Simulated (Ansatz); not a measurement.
# ZnS: the cost of one run

Computed with Ansatz 0.2.0 (DFT PBEsol, scalar-relativistic, plane waves, PAW, unless a step's input says otherwise).

16 further runs of the same task are left out: 16 set aside as unsound or not needed.

## Step 1: The system as given

The structure is hexagonal, space group P6_3mc (No. 186). The conventional cell has a = 3.781 Å, b = 3.781 Å, c = 6.209 Å, α = 90.00°, β = 90.00°, γ = 120.00°. Zn (site symmetry 3m) has 4 S at 2.32 Å as nearest neighbours. Around S (site symmetry 3m) lie 4 Zn at 2.32 Å.

Coordinates:

```cif
data_structure
_symmetry_space_group_name_H-M 'P6_3mc'
_symmetry_Int_Tables_number 186
_cell_length_a 3.7814
_cell_length_b 3.7814
_cell_length_c 6.2087
_cell_angle_alpha 90.000
_cell_angle_beta 90.000
_cell_angle_gamma 120.000
_cell_volume 76.89
loop_
_atom_site_label
_atom_site_type_symbol
_atom_site_symmetry_multiplicity
_atom_site_Wyckoff_symbol
_atom_site_fract_x
_atom_site_fract_y
_atom_site_fract_z
_atom_site_occupancy
Zn1 Zn 2 b 0.33333 0.66667 0.00544 1
S1 S 2 b 0.33333 0.66667 0.37956 1
```

It is the result of an earlier relaxation at this level (volume 19.22 Å³/atom; gap on the mesh: 2.16 eV).

## Step 2: Plan of the line

The energy is mapped over volume and the cell's shape.

First coordinate, volume per atom: 7 values from 16.91 to 21.53 Å³. Second coordinate, c/a of the conventional cell: 7 values from 1.369 to 1.970.

Nothing else is relaxed (fractional coordinates fixed). Energies count from the relaxed crystal. Points are written as (first, second).

## Step 3: The run at (20.76 Å³, 1.454)

Contents of input.yaml:

```yaml
crystal:
  lattice:
    - [4.03980679, 0.0, 0.0]
    - [-2.019903395, 3.4985753065, 0.0]
    - [0.0, 0.0, 5.8750910147]
  atoms:
    - { symbol: Zn, position: [0.3333333333, 0.6666666667, 0.0054424479] }
    - { symbol: Zn, position: [0.6666666667, 0.3333333333, 0.5054424479] }
    - { symbol: S, position: [0.3333333333, 0.6666666667, 0.3795575521] }
    - { symbol: S, position: [0.6666666667, 0.3333333333, 0.8795575521] }
basis:
  ecutwfc: 520.0
kpoints:
  mp_grid: { grid: [9, 9, 6] }
hamiltonian:
  xc: pbesol
  pseudopotentials: { kind: paw }
scf:
  occupations: { method: gaussian, width: 0.05 }
output:
  forces: true
  stress: true
  eigenvalues: true
```

Launch:

```console
> ansatz run input.yaml --threads 1 --pin off --max-ram 2048MiB --backend cpu --events-out ev --progress --plain --runs-dir out
```

What time and memory should one allow on 1 thread of Arm Neoverse N1, shared host?

About 23 s, with a peak of 0.37 GiB.
